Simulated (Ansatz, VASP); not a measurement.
## Two plane-wave programs on GaSb

File INCAR:

```
  PREC = Accurate
  ENCUT = 520
  EDIFF = 1E-7
  ISMEAR = -1
  SIGMA = 0.1
  LREAL = F
  LASPH = T
  NELM = 80
  ALGO = Normal
  ISIF = 2
  LWAVE = F
  LCHARG = T
  GGA = PE
  LELF = T
  LVHAR = T
  NBANDS = 16
```

File KPOINTS:

```
regular mesh
0
Gamma
  13 13 13
```

File POSCAR:

```
GaSb
1.0
    3.1128999074      0.0000000000      0.0000000000
    0.0000000000      3.1128999074      0.0000000000
    0.0000000000      0.0000000000      3.1128999074
Ga Sb
1 1
Direct
    0.0000000000      0.0000000000      0.0000000000
    0.5000000000      0.5000000000      0.5000000000
```

Input for Ansatz:

```yaml
crystal:
  lattice:
    - [3.1128999074, 0.0, 0.0]
    - [0.0, 3.1128999074, 0.0]
    - [0.0, 0.0, 3.1128999074]
  atoms:
    - { symbol: Ga, position: [0.0, 0.0, 0.0] }
    - { symbol: Sb, position: [0.5, 0.5, 0.5] }
kpoints:
  mp_grid: { grid: [13, 13, 13] }
scf:
  occupations: { method: fermi_dirac, width: 0.1 }
hamiltonian:
  xc: pbe
  pseudopotentials: { kind: paw }
output:
  forces: true
  stress: true
  eigenvalues: true
  populations: true
```

Change from the starting cell: volume scaled by 0.64, PAW files.

Alike in both runs: task single point; functional PBE; k mesh 13 × 13 × 13; occupations fermi-dirac, width 0.1 eV; no spin polarisation.

|  | VASP | Ansatz |
| --- | --- | --- |
| version | VASP 6.6.1 | Ansatz 0.2.0 |
| potentials or method | VASP PAW PBE potentials, release 64 (Ga_d, Sb) | PAW with Ansatz's default frozen-core files, scalar-relativistic |
| plane-wave cutoff (eV) | 520 | 420 |
| valence electrons in the cell | 18 | 28 |

```tsv
	VASP	Ansatz	Ansatz less VASP
pressure (GPa)	66.3	65.7	-0.58
```

The two sets of potentials don't hold the same shells in valence.

Caveats: the cell as given lies far from equilibrium; so large a pressure means that the cell lies far from this level's equilibrium, or that cutoff or potentials fall short (VASP). Spin-orbit coupling is left out, which matters for the levels of Sb.
